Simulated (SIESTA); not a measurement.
The system is SiRu.

```xyz
8
Lattice="4.7086 0.0000 0.0000 0.0000 4.7086 0.0000 0.0000 0.0000 4.7086" Properties=species:S:1:pos:R:3 pbc="T T T"
Ru    0.6093    0.6093    0.6093
Ru    1.7450    4.0993    2.9636
Ru    2.9636    1.7450    4.0993
Ru    4.0993    2.9636    1.7450
Si    3.9438    3.9438    3.9438
Si    3.1191    0.7648    1.5895
Si    1.5895    3.1191    0.7648
Si    0.7648    1.5895    3.1191
```

The cell comes from a database or a generator and needn't be the stable form of this composition.

Base run:

| Property | Result |
| --- | --- |
| Program | SIESTA 5.4.2 |
| Functional | PBEsol |
| Potentials or basis | PseudoDojo 0.4 standard (PBEsol files) |
| Basis | DZP (energy shift 0.003 Ry; two zetas on semicore shells) |
| Grid cutoff | 800 Ry |
| Energy shift | 0.003 Ry |
| k mesh | 6 × 6 × 6 |
| Occupations | fermi-dirac, width 0.05 eV |
| Spin | no spin polarisation |

Its results: band gap on the k mesh 0.26 eV, indirect (least direct gap 0.32 eV); pressure 0.7 GPa; largest force 0.234 eV/Å.

Problem. The run is repeated on the same cell with these changes: functional from PBEsol to LDA; potentials or basis from PseudoDojo 0.4 standard (PBEsol files) to PseudoDojo 0.4 standard (LDA files). What comes out?

Solution. Band gap on the k mesh 0.25 eV, indirect (least direct gap 0.31 eV); pressure -3.9 GPa; largest force 0.073 eV/Å.

Caveats: the basis of atomic orbitals isn't converged, which shifts pressures, moduli and gaps.

A k mesh can miss the band edges.

Not every run made on this cell is shown here.
